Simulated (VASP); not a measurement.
# PbO2 (Fm-3m) in VASP: a series of runs

The runs below take PbO2 through single point, with PBEsol.

Program: VASP 6.6.1. These are calculated values, not measurements. Logs are shortened: lines on timing, memory, paths and dates and some standing lists are left out, and cuts for length are marked.

## 1. The structure

It takes space group Fm-3m (No. 225, cubic). Conventional cell: a = 5.404 Å, b = 5.404 Å, c = 5.404 Å, α = 90.00°, β = 90.00°, γ = 90.00°. Pb (site symmetry m-3m) has 8 O at 2.34 Å as nearest neighbours. Around O (site symmetry -43m) lie 4 Pb at 2.34 Å.

The cell comes from a database or a generator and needn't be the stable form of this composition.

## 2. Single point, PBEsol

The input, INCAR:

```
ADDGRID  = T            
ALGO     = Normal         # electronic algorithm
EDIFF    = 1E-7           # SCF threshold, eV
ENCUT    = 460            # plane-wave cutoff, eV
GGA      = PS             # functional
ISIF     = 2              # what is computed and relaxed
ISMEAR   = 0              # smearing method
LASPH    = T              # aspherical terms in the spheres
LCHARG   = F              # write CHGCAR
LREAL    = F              # projectors in reciprocal space
LWAVE    = F              # write WAVECAR
NELM     = 100            # most SCF steps
PREC     = Accurate       # precision mode
SIGMA    = 0.05           # smearing width, eV
```

The input, KPOINTS:

```
k-points
0
Gamma
  5 5 5
```

The input, POSCAR:

```
PbO2
1.0
    0.0000000000      2.7019920000      2.7019920000
    2.7019920000      0.0000000000      2.7019920000
    2.7019920000      2.7019920000      0.0000000000
Pb O
1 2
Direct
    0.0000000000      0.0000000000      0.0000000000
    0.7500000000      0.7500000000      0.7500000000
    0.2500000000      0.2500000000      0.2500000000
```

Potentials or basis: VASP PAW PBE potentials, release 64 (Pb, O).

Launch:

```console
$ cat potpaw_PBE.64/Pb/POTCAR potpaw_PBE.64/O/POTCAR > POTCAR
$ mpirun -np 1 vasp_std > vasp.out
```

OUTCAR:

```text
EDIFF = 1E-7
   ENCUT = 460
   GGA = PS
   ISIF = 2
   ISMEAR = 0
   LASPH = T
   LREAL = F
   NELM = 100
   PREC = Accurate

 Found     10 irreducible k-points:

 Following reciprocal coordinates:
            Coordinates               Weight
  0.000000  0.000000  0.000000      1.000000
  0.200000  0.000000  0.000000      8.000000
  0.400000  0.000000  0.000000      8.000000
  0.200000  0.200000  0.000000      6.000000
  0.400000  0.200000  0.000000     24.000000
 -0.400000  0.200000  0.000000     24.000000
   k-points           NKPTS =     10   k-points in BZ     NKDIM =     10   number of bands    NBANDS=     12
   number of dos      NEDOS =    301   number of ions     NIONS =      3
   total plane-waves  NPLWV =  21952
   dimension x,y,z NGX =    28 NGY =   28 NGZ =   28
   dimension x,y,z NGXF=    56 NGYF=   56 NGZF=   56
   ions per type =               1   2
   NGX,Y,Z   is equivalent  to a cutoff of  12.18, 12.18, 12.18 a.u.
   NGXF,Y,Z  is equivalent  to a cutoff of  24.36, 24.36, 24.36 a.u.
 SYSTEM =  unknown system
   PREC   = accura    normal or accurate (medium, high low for compatibility)
   ISTART =      0    job   : 0-new  1-cont  2-samecut
   ICHARG =      2    charge: 1-file 2-atom 10-const
   ISPIN  =      1    spin polarized calculation?
   LNONCOLLINEAR =      F non collinear calculations
   LSORBIT =      F    spin-orbit coupling
   LASPH  =      T    aspherical Exc in radial PAW
   ENCUT  =  460.0 eV  33.81 Ry    5.81 a.u.   6.68  6.68  6.68*2*pi/ulx,y,z
   NELM   =    100;   NELMIN=  2; NELMDL= -5     # of ELM steps
   EDIFF  = 0.1E-06   stopping-criterion for ELM
   LREAL  =      F    real-space projection
   EDIFFG = 0.1E-05   stopping-criterion for IOM
   NSW    =      0    number of steps for IOM
   IBRION =     -1    ionic relax: 0-MD 1-quasi-New 2-CG
   NFREE  =      0    steps in history (QN), initial steepest desc. (CG)
   ISIF   =      2    stress and relaxation
   ISYM   =      2    0-nonsym 1-usesym 2-fastsym
   POTIM  = 0.5000    time-step for ionic-motion
   TEBEG  =    0.0;   TEEND  =   0.0 temperature during run
   PSTRESS=    0.0 pullay stress
   NELECT =      16.0000    total number of electrons
   NUPDOWN=      -1.0000    fix difference up-down
   EMIN   =  10.00;   EMAX   =-10.00  energy-range for DOS
   EFERMI =   0.00;   METHOD = LEGACY
   ISMEAR =     0;   SIGMA  =   0.05  broadening in eV -4-tet -1-fermi 0-gaus
   EFERMI_NEDOS =   21; number of points for ismear=-14 and -15
   IALGO  =     38    algorithm
   IMIX   =      4    mixing-type and parameters
     AMIX     =   0.40;   BMIX     =  1.00
     AMIX_MAG =   1.60;   BMIX_MAG =  1.00
  volume/ion in A,a.u.               =      13.15        88.75
  Fermi-wavevector in a.u.,A,eV,Ry     =   1.211772  2.289916 19.978664  1.468390
  Thomas-Fermi vector in A             =   2.347277
   LORBIT       =      0    0 simple, 1 ext, 2 COOP (PROOUT), +10 PAW based schemes
   GGA     = PS    functional components
   LHFCALC =     F    Hartree Fock is set to
   AEXX    =    0.0000 exact exchange contribution
   IVDW    =     0    specifies the selected vdW correction
   LEPSILON=     F    determine dielectric tensor
   LRPA    =     F    only Hartree local field effects (RPA)
 non-spin polarized calculation
 Gauss-broadening in eV      SIGMA  =   0.05
  energy-cutoff  :      460.00
  volume of cell :       39.45
 maximum number of plane-waves:       899
   NGX = 13   NGY = 13   NGZ = 13

 number of electron      16.0000000 magnetization

 Free energy of the ion-electron system (eV)
  ---------------------------------------------------
  ext. energy  EPLUGINS =         0.00000000
  ---------------------------------------------------
  free energy    TOTEN  =       -17.00192231 eV

  energy without entropy =      -17.00069574  energy(sigma->0) =      -17.00130903

 E-fermi :   3.6891     XC(G=0): -11.3076

 val. band max:        3.6275203673   @ k =  -0.4000   0.4000   0.2000
 cond. band min:       4.3576058166   @ k =   0.2000   0.2000   0.0000
 fundamental gap:      0.7300854493
 Fermi energy:         3.6890530998

 k-point     1 :       0.0000    0.0000    0.0000
  band No.  band energies     occupation
      1     -14.6692      2.00000
      2     -11.7709      2.00000
      3       0.9596      2.00000
      4       1.6993      2.00000
      5       1.6993      2.00000
      6       1.6993      2.00000
      7       2.5817      2.00000
      8       2.5817      2.00000
      9       2.5817      2.00000
     10      10.5824      0.00000
     11      10.5824      0.00000
     12      10.5824      0.00000

 k-point     2 :       0.2000    0.0000    0.0000
  band No.  band energies     occupation
      1     -14.3348      2.00000
      2     -11.8633      2.00000
      3      -1.0155      2.00000
      4       1.2087      2.00000
      5       1.4316      2.00000
      6       1.4316      2.00000
      7       2.4891      2.00000
      8       2.4891      2.00000
      9       4.5832      0.00000
     10      10.1569      0.00000
     11      11.3619      0.00000
     12      11.3619      0.00000

 k-point     3 :       0.4000    0.0000    0.0000
  band No.  band energies     occupation
      1     -13.4352      2.00000
      2     -12.4012      2.00000
      3      -2.6390      2.00000
      4       0.5653      2.00000
      5       1.0511      2.00000
      6       1.0511      2.00000
      7       2.3291      2.00000
      8       2.3291      2.00000
      9       6.1205      0.00000
     10      10.6217      0.00000
     11      12.8330      0.00000
     12      12.8330      0.00000

 k-point     4 :       0.2000    0.2000    0.0000
  band No.  band energies     occupation
      1     -14.2450      2.00000
      2     -11.8363      2.00000
      3      -1.5673      2.00000
      4       0.6050      2.00000
      5       0.6050      2.00000
      6       2.2869      2.00000
      7       3.0661      2.00000
      8       3.0661      2.00000
      9       4.3576      0.00000
     10       9.2970      0.00000
     11      12.0027      0.00000
     12      12.0027      0.00000

 k-point     5 :       0.4000    0.2000    0.0000
  band No.  band energies     occupation
      1     -13.5934      2.00000
      2     -12.1009      2.00000
      3      -3.1304      2.00000
      4       0.0270      2.00000
      5       0.1420      2.00000
      6       2.3973      2.00000
      7       2.7708      2.00000
      8       3.0983      2.00000
      9       5.6276      0.00000
     10       9.9532      0.00000
     11      12.8534      0.00000
     12      13.2649      0.00000

 k-point     6 :      -0.4000    0.2000    0.0000
  band No.  band energies     occupation
      1     -12.9044      2.00000
      2     -12.6756      2.00000
      3      -3.5926      2.00000
      4      -0.0249      2.00000
      5       0.4360      2.00000
      6       1.4333      2.00000
      7       2.7497      2.00000
      8       3.1681      2.00000
      9       6.1388      0.00000
     10      11.2332      0.00000
     11      12.6353      0.00000
     12      13.4802      0.00000

 [... further k-points ...]

------------------------ aborting loop because EDIFF is reached ----------------------------------------

  FORCE on cell =-STRESS in cart. coord.  units (eV):
  Direction    XX          YY          ZZ          XY          YZ          ZX
  --------------------------------------------------------------------------------------
  -------------------------------------------------------------------------------------
  Total       -1.9103784     -1.9103784     -1.9103784      0.0000000      0.0000000      0.0000000
  in kB      -77.5796506    -77.5796506    -77.5796506      0.0000000      0.0000000      0.0000000
  external PRESSURE =     -77.5796506 kB  Pullay stress =       0.0000000 kB

 VOLUME and BASIS-vectors are now :
 -----------------------------------------------------------------------------
  energy-cutoff  :      460.00
  volume of cell :       39.45
      direct lattice vectors                 reciprocal lattice vectors
     0.000000000  2.701992000  2.701992000    -0.185048660  0.185048660  0.185048660
     2.701992000  0.000000000  2.701992000     0.185048660 -0.185048660  0.185048660
     2.701992000  2.701992000  0.000000000     0.185048660  0.185048660 -0.185048660

 POSITION                                       TOTAL-FORCE (eV/Angst)
 -----------------------------------------------------------------------------------
      0.00000      0.00000      0.00000        -0.000000     -0.000000      0.000000
      4.05299      4.05299      4.05299        -0.000000     -0.000000     -0.000000
      1.35100      1.35100      1.35100         0.000000      0.000000     -0.000000
 -----------------------------------------------------------------------------------
    total drift:                                0.000000      0.000000      0.000000

  FREE ENERGIE OF THE ION-ELECTRON SYSTEM (eV)
  ---------------------------------------------------
  free  energy   TOTEN  =       -17.0019223148 eV

  energy  without entropy=      -17.0006957404  energy(sigma->0) =      -17.00130903
```

Run time: 31 s. Hardware: 1 thread of AMD EPYC 7R43 (Zen 3), shared host; peak memory 0.26 GiB.

These settings aren't checked as converged: the numbers below hold their error.

Results:

| Item | Value |
| --- | --- |
| Free energy | -17.0019 eV |
| Pressure | -7.8 GPa |
| Band gap on the k mesh | none (metal or under the smearing width) |

Caveat: the k mesh is coarse (spacing up to 0.40 Å⁻¹), so the values aren't converged; the cutoff is under 1.25 times the usual one of these potentials, so pressure, stress and relaxed cells hold a basis-set (Pulay) error; the PAW data sets were made with another functional, which shifts forces and pressure a little.

## 3. Single point, PBEsol

Changes to INCAR since step 2:

```diff
@@ -1,2 +1,2 @@
-ADDGRID  = T            
+ADDGRID  = F            
 ALGO     = Normal         # electronic algorithm
@@ -7,3 +7,3 @@
 ISMEAR   = 0              # smearing method
-LASPH    = T              # aspherical terms in the spheres
+LASPH    = F              # aspherical terms in the spheres
 LCHARG   = F              # write CHGCAR
```

KPOINTS is that of step 2.

POSCAR is that of step 2.

Potentials or basis: VASP PAW PBE potentials, release 64 (Pb, O).

Launch:

```console
$ cat potpaw_PBE.64/Pb/POTCAR potpaw_PBE.64/O/POTCAR > POTCAR
$ mpirun -np 1 vasp_std > vasp.out
```

Wall time 10 s (1 thread of AMD EPYC 7R43 (Zen 3), shared host); peak memory 0.12 GiB.

These settings aren't checked as converged: the numbers below hold their error.

What came out:

```yaml
Free_energy: -17.0020 eV
Pressure: -7.8 GPa
Band_gap_on_the_k_mesh: none (metal or under the smearing width)
```

Caveat: the k mesh is coarse (spacing up to 0.40 Å⁻¹), so the values aren't converged; the cutoff is under 1.25 times the usual one of these potentials, so pressure, stress and relaxed cells hold a basis-set (Pulay) error; the PAW data sets were made with another functional, which shifts forces and pressure a little.

## 4. Single point, PBEsol

The input, INCAR:

```
ADDGRID  = F            
ALGO     = Normal         # electronic algorithm
EDIFF    = 1E-4           # SCF threshold, eV
ENCUT    = 460            # plane-wave cutoff, eV
GGA      = PS             # functional
ISIF     = 2              # what is computed and relaxed
ISMEAR   = 0              # smearing method
LASPH    = T              # aspherical terms in the spheres
LCHARG   = F              # write CHGCAR
LREAL    = Auto         
LWAVE    = F              # write WAVECAR
NELM     = 100            # most SCF steps
PREC     = Normal         # precision mode
SIGMA    = 0.05           # smearing width, eV
```

KPOINTS is that of step 3.

POSCAR is that of step 3.

Potentials or basis: VASP PAW PBE potentials, release 64 (Pb, O).

Launch:

```console
$ cat potpaw_PBE.64/Pb/POTCAR potpaw_PBE.64/O/POTCAR > POTCAR
$ mpirun -np 1 vasp_std > vasp.out
```

OUTCAR:

```text
EDIFF = 1E-4
   ENCUT = 460
   GGA = PS
   ISIF = 2
   ISMEAR = 0
   LASPH = T
   LREAL = Auto
   NELM = 100
   PREC = Normal

 Found     10 irreducible k-points:

 Following reciprocal coordinates:
            Coordinates               Weight
  0.000000  0.000000  0.000000      1.000000
  0.200000  0.000000  0.000000      8.000000
  0.400000  0.000000  0.000000      8.000000
  0.200000  0.200000  0.000000      6.000000
  0.400000  0.200000  0.000000     24.000000
[... 168 lines left out ...]

  FORCE on cell =-STRESS in cart. coord.  units (eV):
  Direction    XX          YY          ZZ          XY          YZ          ZX
  --------------------------------------------------------------------------------------
  -------------------------------------------------------------------------------------
  Total       -1.8896695     -1.8896695     -1.8896695     -0.0000000     -0.0000000      0.0000000
  in kB      -76.7386708    -76.7386708    -76.7386708     -0.0000000     -0.0000000      0.0000000
  external PRESSURE =     -76.7386708 kB  Pullay stress =       0.0000000 kB

 VOLUME and BASIS-vectors are now :
 -----------------------------------------------------------------------------
  energy-cutoff  :      460.00
  volume of cell :       39.45
      direct lattice vectors                 reciprocal lattice vectors
     0.000000000  2.701992000  2.701992000    -0.185048660  0.185048660  0.185048660
     2.701992000  0.000000000  2.701992000     0.185048660 -0.185048660  0.185048660
     2.701992000  2.701992000  0.000000000     0.185048660  0.185048660 -0.185048660

 POSITION                                       TOTAL-FORCE (eV/Angst)
 -----------------------------------------------------------------------------------
      0.00000      0.00000      0.00000        -0.000000      0.000000      0.000000
      4.05299      4.05299      4.05299        -0.000000     -0.000000     -0.000000
      1.35100      1.35100      1.35100         0.000000      0.000000      0.000000
 -----------------------------------------------------------------------------------
    total drift:                                0.000000     -0.000000      0.000000

  FREE ENERGIE OF THE ION-ELECTRON SYSTEM (eV)
  ---------------------------------------------------
  free  energy   TOTEN  =       -17.0065562194 eV

  energy  without entropy=      -17.0053297168  energy(sigma->0) =      -17.00594297
```

stdout:

```text
POSCAR found type information on POSCAR PbO
 POSCAR found :  2 types and       3 ions
 scaLAPACK will be used
 -----------------------------------------------------------------------------
|                                                                             |
|                                                                             |
|     You have a (more or less) 'small supercell' and for smaller cells       |
|     it is recommended to use the reciprocal-space projection scheme!        |
|     The real-space optimization is not efficient for small cells and it     |
|     is also less accurate ...                                               |
|     Therefore, set LREAL=.FALSE. in the INCAR file.                         |
|                                                                             |
 -----------------------------------------------------------------------------

 -----------------------------------------------------------------------------
|                                                                             |
|                                                                             |
|     You enforced a specific xc type in the INCAR file but a different       |
|     I HOPE YOU KNOW WHAT YOU ARE DOING!                                     |
|                                                                             |
 -----------------------------------------------------------------------------

 LDA part: xc-table for (Slater+PW92), standard interpolation
 POSCAR, INCAR and KPOINTS ok, starting setup
 FFT: planning ... GRIDC
 FFT: planning ... GRID_SOFT
 FFT: planning ... GRID
 WAVECAR not read
 entering main loop
```

Run time: 6 s. Hardware: 1 thread of AMD EPYC 7R43 (Zen 3), shared host; peak memory 0.09 GiB.

These settings aren't checked as converged: the numbers below hold their error.

Results:

```yaml
Free_energy: -17.0066 eV
Pressure: -7.7 GPa
Band_gap_on_the_k_mesh: none (metal or under the smearing width)
```

Caveat: the k mesh is coarse (spacing up to 0.40 Å⁻¹), so the values aren't converged; the cutoff is under 1.25 times the usual one of these potentials, so pressure, stress and relaxed cells hold a basis-set (Pulay) error; the PAW data sets were made with another functional, which shifts forces and pressure a little.
